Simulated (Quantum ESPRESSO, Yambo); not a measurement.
# A GW chain in Yambo: KI (Fm-3m), part 2 of 2

How does a plane-wave GW calculation on KI (Fm-3m) run from the first input to the gap?

Quantum ESPRESSO 7.5 and Yambo 5.3.0; PBE and many-body steps on it, plane waves. Known limits of the many-body steps: not at the basis limit; no spin-orbit coupling.

So far. Step 2 (Ground state): The gap is direct, at Γ. Step 3 (Bands along the symmetry lines): The gap is 3.968 eV, as in the run before at this level.

### Step 4. Empty states on the mesh, 4×4×4 mesh, 147 bands

Level of this step: DFT, PBE, plane waves, norm-conserving pseudopotentials (Quantum ESPRESSO).

The sums over transitions need many empty states on a uniform mesh; this step solves for them.

Input file pw.in:

```
&control
  calculation = 'nscf'
  prefix = 'x'
  outdir = 'o'
  pseudo_dir = 'pseudo'
/
&system
  ibrav = 0
  nat = 2
  ntyp = 2
  ecutwfc = 76.0
  nbnd = 147
  force_symmorphic = .true.
/
&electrons
  conv_thr = 1e-9
  electron_maxstep = 80
  diago_full_acc = .true.
  diago_thr_init = 5e-6
/
ATOMIC_SPECIES
  K 39.098 K.upf
  I 126.9 I.upf
CELL_PARAMETERS angstrom
  0.0000000000 3.5327750000 3.5327750000
  3.5327750000 0.0000000000 3.5327750000
  3.5327750000 3.5327750000 -0.0000000000
ATOMIC_POSITIONS crystal
  K 0.0000000000 0.0000000000 0.0000000000
  I 0.5000000000 0.5000000000 0.5000000000
K_POINTS automatic
  4 4 4 0 0 0
```

Launch:

```bash
> OMP_NUM_THREADS=1 mpirun -n 4 pw.x -nk 4 -in pw.in > pw.out
```

The program printed:

```text
[banner, memory and clock lines left out]
Program PWSCF v.7.5 starts

     Atomic positions and unit cell read from directory:
     o/x.save/

     Message from routine setup:
     using ibrav=0 with symmetry is DISCOURAGED, use correct ibrav instead

     G-vector sticks info

     bravais-lattice index     =            0
     lattice parameter (alat)  =       9.4413  a.u.
     unit-cell volume          =     595.0789 (a.u.)^3
     number of atoms/cell      =            2
     number of atomic types    =            2
     number of electrons       =        34.00
     number of Kohn-Sham states=          147
     kinetic-energy cutoff     =      76.0000  Ry
     charge density cutoff     =     304.0000  Ry
     Exchange-correlation= PBE
                           (   1   4   3   4   0   0   0)

     celldm(1)=   9.441258  celldm(2)=   0.000000  celldm(3)=   0.000000
     celldm(4)=   0.000000  celldm(5)=   0.000000  celldm(6)=   0.000000

     crystal axes: (cart. coord. in units of alat)
               a(1) = (   0.000000   0.707107   0.707107 )
               a(2) = (   0.707107   0.000000   0.707107 )
               a(3) = (   0.707107   0.707107  -0.000000 )

     reciprocal axes: (cart. coord. in units 2 pi/alat)
               b(1) = ( -0.707107  0.707107  0.707107 )
               b(2) = (  0.707107 -0.707107  0.707107 )
               b(3) = (  0.707107  0.707107 -0.707107 )
     Pseudo is Norm-conserving + core correction, Zval =  9.0
     Generated using ONCVPSP code by D. R. Hamann
     Using radial grid of 2222 points,  6 beta functions with:
     Pseudo is Norm-conserving + core correction, Zval = 25.0
     Generated using ONCVPSP code by D. R. Hamann
     Using radial grid of 1188 points,  8 beta functions with:
     K                 9.00    39.09800     K ( 1.00)
     I                25.00   126.90000     I ( 1.00)

     48 Sym. Ops., with inversion, found

   Cartesian axes

     site n.     atom                  positions (alat units)
         1        K      tau(   1) = (   0.0000000   0.0000000   0.0000000  )
         2        I      tau(   2) = (   0.7071068   0.7071068   0.7071068  )

     number of k points=     8
                       cart. coord. in units 2pi/alat
        k(    1) = (   0.0000000   0.0000000   0.0000000), wk =   0.0312500
        k(    2) = (   0.1767767   0.1767767  -0.1767767), wk =   0.2500000
        k(    3) = (  -0.3535534  -0.3535534   0.3535534), wk =   0.1250000
[...]
k(    7) = (  -0.7071068   0.0000000   0.0000000), wk =   0.0937500
        k(    8) = (  -0.7071068   0.3535534   0.0000000), wk =   0.1875000

     Dense  grid:    53377 G-vectors     FFT dimensions: (  54,  54,  54)

     The potential is recalculated from file :
     o/x.save/charge-density

     Starting wfcs are   18 randomized atomic wfcs +  129 random wfcs

     Band Structure Calculation

     End of band structure calculation

          k = 0.0000 0.0000 0.0000 (  6615 PWs)   bands (ev):

  -170.5835-117.4416-117.4416-117.4416 -39.8304 -39.8304 -39.8214 -39.8214
   -39.8214 -25.6599  -9.1471  -9.1471  -9.1471  -7.6826   2.8347   2.8347
     2.8347   6.8023   9.3581   9.3581   9.3581  10.0787  10.0787  12.6277
    15.5384  15.5384  15.5384  15.8454  15.8454  15.8454  17.8809  17.8809
[...]
[... 7 further rows ...]
[...]
70.8762  71.5904  71.5904

          k = 0.1768 0.1768-0.1768 (  6639 PWs)   bands (ev):

  -170.5835-117.4417-117.4416-117.4416 -39.8368 -39.8368 -39.8294 -39.8257
[...]
[... 7 further rows ...]
[...]
70.6238  70.7768  70.7768

          k =-0.3536-0.3536 0.3536 (  6658 PWs)   bands (ev):

  -170.5835-117.4418-117.4417-117.4417 -39.8399 -39.8399 -39.8382 -39.8285
[...]
41.5888  42.7574  42.7574  43.4954  43.4954  43.5600  43.5600  43.5875
     [... 7 further rows ...]
    68.8451  68.8451  69.9535  69.9830  69.9830  70.1362  71.7432  71.7432
    72.7317  72.7317  73.0523

          k = 0.3536 0.0000 0.0000 (  6643 PWs)   bands (ev):

     [... further k-points ...]

     highest occupied, lowest unoccupied level (ev):     2.8347    6.8023

     XML data file, pseudopotentials, collected wavefunctions
```

The job ended after 25 s (4 MPI ranks of Arm Neoverse V1, shared host; peak memory 0.56 GiB).

This step gave:

* gap: 3.968 eV
* k of the valence top: 0, 0, 0
* k of the conduction bottom: 0, 0, 0
* least direct gap: 3.968 eV
* k points computed: 8
* lowest point of the top converged band, above the valence top: 67.9421 eV

On this mesh the gap is 3.968 eV.

### Step 5. Conversion and set-up

This step: Yambo 5.3.0; conversion and set-up on PBE, plane waves, norm-conserving pseudopotentials.

The states are converted to the many-body program's format and the q mesh is built.

Launch:

```bash
> (cd o/x.save; p2y > p2y.log; mv SAVE ../..); yambo > setup.log
```

The program printed:

```text
 Yambo, version 5.3.0

 [02] CORE Variables Setup
 =========================

  [02.01] Unit cells
  ==================

  Cell kind             :  FCC
  Atoms in the cell     :  K  I
  number of K  atoms    :  1
  number of I  atoms    :  1

  List of atomic masses
  Mass of K     :  39.09800
  Mass of I     :  126.9000

  List of atomic coordinates    : [cc]
  K1       :  0.000000  0.000000  0.000000  order 1
  I1       :  6.675977  6.675977  6.675977  order 2

  Alat factors          :  6.675977  6.675977  6.675977 [a.u.]
  Direct lattice volume :  595.0789 [a.u.]
  Direct lattice vectors:  A[ 1 ]  A[ 2 ]  A[ 3 ]
   A[ 1 ]:  0.000000  1.000000  1.000000  [iru]
   0.000000  6.675977  6.675977  [cc]
   A[ 2 ]:  1.000000  0.000000  1.000000  [iru]
   6.675977  0.000000  6.675977  [cc]
   A[ 3 ]:  1.000000  1.000000 -0.000000  [iru]
   6.675977  6.675977 -0.000000  [cc]

  Recip. lattice volume :  0.416836 [a.u.]
  Recip. lattice vectors:  B[ 1 ]  B[ 2 ]  B[ 3 ]
   B[ 1 ]: -0.500000  0.500000  0.500000  [iku]
  -0.470582  0.470582  0.470582  [cc]
   B[ 2 ]:  0.500000 -0.500000  0.500000  [iku]
   0.470582 -0.470582  0.470582  [cc]
   B[ 3 ]:  0.500000  0.500000 -0.500000  [iku]
   0.470582  0.470582 -0.470582  [cc]

  [02.02] Symmetries
  ==================

  Inversion symmetry    : yes
  Spatial inversion     : yes
  Inversion index       :  25
  K-space Time-reversal : no
  Magnetic symmetries   : no
  Group table correct   : yes
  Symmetries units      :  [cc]

   [S  1]:   1.0000      0.66965E-17  0.66965E-17  0.66965E-17   1.0000     -0.66965E-17 -0.66965E-17 -0.66965E-17   1.0000
   [S  2]:  -1.0000     -0.66965E-17  0.66965E-17 -0.66965E-17  -1.0000     -0.66965E-17  0.66965E-17  0.66965E-17   1.0000
   [S  3]:  -1.0000      0.66965E-17 -0.66965E-17 -0.66965E-17   1.0000      0.66965E-17  0.66965E-17 -0.66965E-17  -1.0000
[...]
[... 36 further rows ...]
   [S 47]:  0.66965E-17   1.0000     -0.66965E-17 -0.66965E-17  0.66965E-17  -1.0000       1.0000     -0.66965E-17  0.66965E-17
   [S 48]:  0.66965E-17  -1.0000      0.66965E-17 -0.66965E-17 -0.66965E-17   1.0000       1.0000      0.66965E-17 -0.66965E-17

  [02.03] Reciprocal space
  ========================

  nG shells         :   461
  nG charge         :   53377
  nG WFs            :   7773
  nC WFs            :   6710
  G-vecs. in first 46 shells:  [ Number ]
     1    9   15   27   51   59   65   89  113
    137   169   181   229   259   283   307   331   339
    387   411   459   531   537   561   609   645   701
[...]
1639
  ...
  Shell energy in first 46 shells:  [ mHa ]
[...]
8414.99      8857.89      9190.06      9300.78      9743.67      10075.8      10629.5      10961.6      11072.4
    11515.3      11847.4      11958.1      12733.2      12843.9      13286.8      13619.0      14172.6      14504.8
    14615.5
  ...

[...]
K/Q-points units:
  rlu = crystal or reduced units; cc = cartesian coordinates; iku = interal k-units

  K [1]          [rlu]:  0.000000  0.000000  0.000000
         WF components:   6615
  K [2]          [rlu]: -0.66843E-18 -0.66843E-18  0.25000
         WF components:   6639
  K [3]          [rlu]:  0.13369E-17  0.13369E-17 -0.50000
         WF components:   6658
  K [4]          [rlu]: -0.20426E-17  0.25000      0.25000
         WF components:   6643
  K [5]          [rlu]:  0.20221E-16  0.25000     -0.50000
         WF components:   6674
  [... 2 further k-points ...]
  K [8]          [rlu]:  0.250000 -0.500000 -0.250000
         WF components:   6652

  [02.05] Energies & Occupations
  ==============================

  [X] === General ===
  [X] Electronic Temperature                        :  0.000000  0.000000 [eV K]
  [X] Bosonic    Temperature                        :  0.000000  0.000000 [eV K]
  [X] Finite Temperature mode                       : no
  [X] El. density                                   :  0.38557E+24 [cm-3]
  [X] Fermi Level                                   :  2.834744 [eV]

  [X] === Gaps and Widths ===
  [X] Conduction Band Min                           :  3.967596 [eV]
  [X] Valence Band Max                              :  0.000000 [eV]
  [X] Filled Bands                                  :  17
  [X] Empty Bands                                   :   18  147
  [X] Direct Gap                                    :  3.967596 [eV]
  [X] Direct Gap localized at k                     :  1
  [X] Indirect Gap                                  :  3.967596 [eV]
  [X] Indirect Gap between kpts                     :  1  1
  [X] Last valence band width                       :  0.596216 [eV]
  [X] 1st conduction band width                     :  2.515619 [eV]

  E @ K [1]:  [eV]
  -173.4182 -120.2763 -120.2763 -120.2763  -42.6651  -42.6651  -42.6562  -42.6562
   -42.6562     -28.4947     -11.9819     -11.9819     -11.9819     -10.5174    -0.354233E-8 -0.234199E-8
   0.000000  3.967596  6.523315  6.523315  6.523315  7.243998  7.243998  9.792981
[...]
occ @ K [1]
[...]
E @ K [2]:  [eV]
[...]
occ @ K [2]
[...]
E @ K [3]:  [eV]
[...]
occ @ K [3]
[...]
E @ K [4]:  [eV]
[...]
occ @ K [4]
[...]
E @ K [5]:  [eV]
[...]
occ @ K [5]
[...]
[... 2 further k-points ...]
  E @ K [8]:  [eV]
[...]
occ @ K [8]
[...]
0.000000  0.000000  0.000000  0.000000  0.000000  0.000000  0.000000  0.000000
   0.000000  0.000000  0.000000  0.000000  0.000000  0.000000  0.000000  0.000000

 [03] Transferred momenta grid and indexing
 ==========================================

 IBZ Q-points                                      :   8
 BZ  Q-points                                      :   64

 K/Q-points units:
 rlu = crystal or reduced units; cc = cartesian coordinates; iku = interal k-units

 Q [1]          [rlu]:  0.000000  0.000000  0.000000
 Q [2]          [rlu]: -0.66843E-18 -0.66843E-18  0.25000
 Q [3]          [rlu]:  0.13369E-17  0.13369E-17 -0.50000
[...]
Q [7]          [rlu]:  0.40852E-17 -0.50000     -0.50000
 Q [8]          [rlu]:  0.250000 -0.500000 -0.250000

  [03.01] X indexes
  =================

   [03.01.01] Sigma indexes
   ========================

 [06] Game Over & Game summary
```

The job ended after 3.5 s (1 MPI rank; peak memory 0.26 GiB).

### Step 6. Screening and self-energy, 4×4×4 mesh, 147 bands, screening to 149.7 eV

G0W0 replaces the xc potential by the self-energy, built once from these orbitals. Only a window of levels is corrected, while the sums run over the empty bands that the input names.

This step: G0W0 on PBE, plane waves, norm-conserving pseudopotentials.

Input file gw1.in:

```
HF_and_locXC
gw0
dyson
ppa
em1d
rim_cut
RandQpts= 1000000
RandGvec= 1 RL
EXXRLvcs= 76 Ry
VXCRLvcs= 304 Ry
Chimod= "HARTREE"
% BndsRnXp
 1 | 147 |
%
NGsBlkXp= 11 Ry
% LongDrXp
 1 | 1 | 1 |
%
% GbndRnge
 1 | 147 |
%
DysSolver= "n"
ExtendOut
PPAPntXp= 27.21138 eV
% QPkrange
 1 | 1 | 16 | 19 |
%
```

Launch:

```bash
> OMP_NUM_THREADS=1 mpirun -n 4 yambo -F gw1.in -J gw1 -C gw1 > gw1.log
```

The program printed:

```text
 Yambo, version 5.3.0

 [02] CORE Variables Setup
 =========================

  [... cell, symmetries and grids as in the set-up ...]

  [02.05] Energies & Occupations
  ==============================

  [X] === General ===
  [X] Electronic Temperature                        :  0.000000  0.000000 [eV K]
  [X] Bosonic    Temperature                        :  0.000000  0.000000 [eV K]
  [X] Finite Temperature mode                       : no
  [X] El. density                                   :  0.38557E+24 [cm-3]
  [X] Fermi Level                                   :  2.834744 [eV]

  [X] === Gaps and Widths ===
  [X] Conduction Band Min                           :  3.967596 [eV]
  [X] Valence Band Max                              :  0.000000 [eV]
  [X] Filled Bands                                  :  17
  [X] Empty Bands                                   :   18  147
  [X] Direct Gap                                    :  3.967596 [eV]
  [X] Direct Gap localized at k                     :  1
  [X] Indirect Gap                                  :  3.967596 [eV]
  [X] Indirect Gap between kpts                     :  1  1
  [X] Last valence band width                       :  0.596216 [eV]
  [X] 1st conduction band width                     :  2.515619 [eV]

 [03] Transferred momenta grid and indexing
 ==========================================

 IBZ Q-points                                      :   8
 BZ  Q-points                                      :   64

 K/Q-points units:
 rlu = crystal or reduced units; cc = cartesian coordinates; iku = interal k-units

 Q [1]          [rlu]:  0.000000  0.000000  0.000000
 Q [2]          [rlu]: -0.66843E-18 -0.66843E-18  0.25000
 Q [3]          [rlu]:  0.13369E-17  0.13369E-17 -0.50000
 Q [4]          [rlu]: -0.20426E-17  0.25000      0.25000
 Q [5]          [rlu]:  0.31425E-16  0.25000      0.50000
 Q [6]          [rlu]:  0.13369E-17  0.25000     -0.25000
 Q [7]          [rlu]:  0.40852E-17 -0.50000     -0.50000
 Q [8]          [rlu]:  0.250000 -0.500000 -0.250000

 [04] Coloumb potential Random Integration (RIM)
 ===============================================

  [04.01] RIM initialization
  ==========================

  * Diagonal components only detected *

  8 x (sBL volume)        :  0.052104 [a.u.]
  sBZ random points       :  1000000
  Points outside the sBZ  :   7968281
  RL volume               :  0.416836 [a.u.]
  Integrated volume       :  0.418495 [a.u.]

  [04.02] RIM integrals
  =====================

  Gamma point sphere radius             :  0.067750 [a.u.]
  Points outside the sphere             :   800476
  [Int_sBZ(q=0) 1/q^2]*(Vol_sBZ)^(-1/3) =:  7.776341
                                 should be <:  7.795600

  Summary of Coulomb integrals for non-metallic bands |Q|[au] RIM/Bare

  Q [1] 0.100000E-4 0.997530 * Q [2] 0.203768 1.068480
  Q [4] 0.235291 1.066792 * Q [6] 0.332752 1.029814
  Q [5] 0.390186 1.022655 * Q [3] 0.407536 1.020683
  Q [7] 0.470582 1.017590 * Q [8] 0.526126 1.014612

 [05] Dipoles
 ============

  [05.01] Setup: observables and procedures
  =========================================

 [06] Dynamic Dielectric Matrix (PPA)
 ====================================

 [WR./gw1//ndb.pp]---------------------------------------------------------------
  Brillouin Zone Q/K grids (IBZ/BZ)                :    8   64    8   64
  RL vectors                                       :   7799 [WF]
  Coulomb cutoff potential                         : none
  Electronic Temperature                           :  0.000000 [K]
  Bosonic    Temperature                           :  0.000000 [K]
  PPA    diel. fun.  energies                      : Perdew, Burke & Ernzerhof(X)+Perdew, Burke & Ernzerhof(C)
  wavefunctions                                    : Perdew, Burke & Ernzerhof(X)+Perdew, Burke & Ernzerhof(C)
  Global Gauge                                     : length
  X matrix size                                    :   387
  X band range                                     :    1  147
  X e/h energy range                               : -1.000000 -1.000000 [eV]
  X Time ordering                                  : R
  X Hxc Kernel                                     : HARTREE
  X Drude frequency                                :  0.000000  0.000000
  X poles                                          :  100.0000 [o/o]
  RL vectors in the sum                            :   7799
  [r,Vnl] included                                 : yes
  Field direction                                  :  0.577350E-5  0.577350E-5  0.577350E-5
  BZ energy Double Grid                            : no
  BZ energy DbGd points                            : 0
  BZ Q point size factor                           : -1.000000
  X Optical Averaged directions                    : none

 [07] Local Exchange-Correlation + Non-Local Fock
 ================================================

 [VXC] Plane waves :   53377
 [EXS] Plane waves :   6735

 QP @ state[ 1 ] K range:  1  1
 QP @ state[ 1 ] b range:  16  19

 [xc] Functional : Perdew, Burke & Ernzerhof(X)+Perdew, Burke & Ernzerhof(C)
 [xc] LIBXC used to calculate xc functional
  PP Number of Atomic Species                      :  2
  NLCC RL compoments                               :   53377
  PP Number of Atomic Species                      :  2
  NLCC RL compoments                               :   53377

 [xc] E_xc :  -26.22148 [Ha]
      E_xc :  -52.44295 [Ry]

  Local XC kind (lXC) : Perdew, Burke & Ernzerhof(X)+Perdew, Burke & Ernzerhof(C)
  Non-Local XC kind (nlXC) : Hartree-Fock

  Corrections @ K [1] :  [eV]
 <16|nlXC|16> = -16.25152  0.94330E-17 <16|lXC|16> = -13.18414  0.56645E-15
 <17|nlXC|17> = -16.25155 -0.74508E-17 <17|lXC|17> = -13.18414  0.56645E-15
 <18|nlXC|18> = -3.749258 -0.45663E-19 <18|lXC|18> = -7.190464 -0.28323E-15
 <19|nlXC|19> = -3.670630  0.55205E-18 <19|lXC|19> = -7.985013  0.70804E-16

 [08] Dyson equation: Newton solver
 ==================================

  [08.01] G0W0 (W PPA)
  ====================

  [  GW  ] Bands range     :    1  147
  [GW/PPA] G damping       :  0.100000 [eV]

  QP @ state[ 1 ] K range:  1  1
  QP @ state[ 1 ] b range:  16  19

   Sc/G bands                                       :    1  147
   Sc/G damping                                     :  0.100000 ev
   Sc bands terminator                              : no
   Sx RL components                                 :   6735

   QP @ state[ 1 ] K range                          :  1  1
   QP @ state[ 1 ] b range                          :  16  19
   GF energies kind                                 : Perdew, Burke & Ernzerhof(X)+Perdew, Burke & Ernzerhof(C)
   GF WF`s kind                                     : Perdew, Burke & Ernzerhof(X)+Perdew, Burke & Ernzerhof(C)
   Xs energies kind                                 : Perdew, Burke & Ernzerhof(X)+Perdew, Burke & Ernzerhof(C)
   Xs WF`s kind                                     : Perdew, Burke & Ernzerhof(X)+Perdew, Burke & Ernzerhof(C)

 [11] Game Over & Game summary
```

It took 4 min on 4 MPI ranks; peak memory 2.1 GiB; 16 min of CPU time.

This step gave:

| Property | Result |
| --- | --- |
| G0W0 gap on the points computed | 6.025 eV |
| starting gap on the mesh | 3.968 eV |
| k of the valence top | 0, 0, 0 |
| k of the conduction bottom | 0, 0, 0 |
| least direct G0W0 gap on the computed points | 6.025 eV |
| Z at the valence top | 0.8264 |
| Z at the conduction bottom | 0.8632 |

The gap on the mesh goes from 3.97 eV to 6.02 eV, a correction of +2.06 eV.

Limits: finite bands, cutoff and mesh; no spin-orbit coupling. v1 is the top filled band, c1 the lowest empty one. Levels before and after the correction, in eV, zero at the valence-band top of each column:

```csv
,conduction bottom,valence top
Kohn-Sham,3.97,0.00
G0W0,6.02,0.00
```

```csv
,level,energy (eV)
Kohn-Sham,Γ v2-v1,0.000
Kohn-Sham,Γ c1,3.968
Kohn-Sham,Γ c2,6.523
G0W0,Γ v2-v1,0.000
G0W0,Γ c1,6.025
G0W0,Γ c2,9.205
```

### Step 7. Where the time went

Times are wall times on the hardware named with each run, good to a factor of about two.

```csv
step,time,share,memory (GiB)
ground state,14 s,5 %,0.37
bands along the symmetry lines,16 s,5 %,0.29
empty states on the mesh,25 s,8 %,0.56
conversion and set-up,3.5 s,1 %,0.26
screening and self-energy,4 min,80 %,2.1
```

### Step 8. What came out

```yaml
pbe_gap: 3.97 eV, direct
g0w0_gap_on_the_mesh: 6.02 eV
gw_settings: 4×4×4 mesh, 147 bands, screening to 149.7 eV, Godby-Needs plasmon pole
known_limits: not at the basis limit; no spin-orbit coupling
```

**Reading.** G0W0 moves the gap on the mesh from 3.97 eV to 6.02 eV (+2.06 eV), with Z of 0.83 and 0.86 at the edges. Only 1 of the mesh's irreducible points was corrected, so a valley elsewhere could overtake. The dearest step here is «screening and self-energy». Bands and cutoff are finite, so the gap is not at the basis limit. The miss can reach some tenths of an eV and take either sign; the mesh is an error of its own. In the G0W0 run levels were corrected at 1 k point alone, so a gap called «on the mesh» is the least over those, and an edge elsewhere would be missed. The many-body steps are scalar-relativistic: spin-orbit coupling is not in them.

[Paths, hosts, dates, memory and timing lines, banners, echoed tables and standing remarks are left out of the program output.]

[Logs are printed without paths, hosts, clocks, repeated set-up lines and the standing remarks that a program may print on its own settings, such as how far it seeks lower states.]

[Runs of the session that timed out or met a known fault of the program may be left out.]

[Hosts, paths, dates, database ids (printed as entryN), source tags and the programs' standing remarks are cut or masked in the printed files.]
